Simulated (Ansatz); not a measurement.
**Ga: equation of state**

An exercise on one series of results from a longer session: the logs are not shown, and one member is left open.

Method: DFT LDA, scalar-relativistic, in Ansatz 0.2.0.

1 further run of the same task is left out (set aside as unsound or not needed).

## The structure to begin with

It takes space group I4/mmm (No. 139, tetragonal). Conventional cell: a = 2.769 Å, b = 2.769 Å, c = 4.622 Å, α = 90.00°, β = 90.00°, γ = 90.00°. Around Ga (site symmetry 4/mmm) lie 12 Ga at 2.77 to 3.03 Å.

Coordinates:

```
Ga
1.0
    -1.38440    1.38440    2.31122
     1.38440   -1.38440    2.31122
     1.38440    1.38440   -2.31122
Ga
1
Direct
  0.00000 0.00000 0.00000
```

Structure from a Materials Project entry, not relaxed further.

Set-up of the first run:

Contents of input.yaml:

```yaml
crystal:
  lattice:
    - [-1.3609298007, 1.3609298007, 2.272042982]
    - [1.3609298007, -1.3609298007, 2.272042982]
    - [1.3609298007, 1.3609298007, -2.272042982]
  atoms:
    - { symbol: Ga, position: [0.0, 0.0, 0.0] }
kpoints:
  mp_grid: { grid: [18, 18, 18] }
scf:
  occupations: { method: fermi_dirac, width: 0.05 }
hamiltonian:
  xc: lda
  pseudopotentials: { kind: all_electron, lapw: { basis_error: 0.0005 } }
output:
  forces: true
  stress: true
  eigenvalues: true
```

Launch:

```
ansatz run input.yaml --threads 1 --pin off --max-ram 2048MiB --backend cpu --events-out ev --progress --plain --runs-dir out
```

Steps of the session up to this table: Volume × 0.95, LAPW; Volume × 0.95, PAW; Volume × 0.95, crystal datasets; Volume × 0.975, LAPW; Volume × 0.975, PAW; Volume × 1.025, LAPW; Volume × 1.025, PAW; Volume × 1.05, LAPW; Volume × 1.05, PAW; Volume × 1.05, crystal datasets.

One table of the session follows, with a row left open; its other results are not shown here.

| method | volume (Å³/atom) | pressure (GPa) |
| --- | --- | --- |
| LAPW | 16.832 | 1.34 |
| LAPW | 17.275 | -0.39 |
| LAPW | 17.718 | -1.87 |
| LAPW | 18.161 | -3.16 |
| LAPW | 18.604 | -4.27 |
| PAW | 16.832 | ? |
| PAW | 17.275 | -0.43 |
| PAW | 17.718 | -1.92 |
| PAW | 18.161 | -3.20 |
| PAW | 18.604 | -4.31 |
| crystal datasets | 16.832 | 1.34 |
| crystal datasets | 17.718 | -1.87 |
| crystal datasets | 18.604 | -4.27 |

Estimate the missing values for PAW, 16.832.

As computed: pressure (GPa): 1.28. In the column «pressure (GPa)» it lies between LAPW, 17.275 (-0.39) and LAPW, 16.832 (1.34).

Caveats from the session: Shape and positions are held, so a fully relaxed modulus can be lower. Warnings in the runs' records: crystal datasets made.
